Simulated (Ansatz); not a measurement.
Runs of Ansatz 0.2.0 on Rb. It takes space group Im-3m (No. 229, cubic). Conventional cell: a = 5.605 Å, b = 5.605 Å, c = 5.605 Å, α = 90.00°, β = 90.00°, γ = 90.00°. 

```csv
task,potentials or basis,spin,cell,cutoff (eV),pressure (GPa),relaxed volume (Å³/atom)
relaxation of cell and atoms,"all-electron LAPW, scalar-relativistic",off,relaxed,-,0.0,90.60
band structure,"all-electron LAPW, relativistic spinors","SOC, no magnetisation",as given,52,0.1,-
relaxation of cell and atoms,"all-electron LAPW, relativistic spinors","SOC, no magnetisation",relaxed,-,0.0,(a)
band structure,"all-electron LAPW, scalar-relativistic",off,as given,52,0.1,-
```

Alike in all rows: level PBE; k mesh 5 × 5 × 5; smearing fermi-dirac 0.05 eV; basis error allowed 0.001 eV/atom.

Q: Estimate the missing entries.

A: (a) 90.59.

Caveats: the k mesh is thin for a metal, which can move the energy by tens of meV per atom.
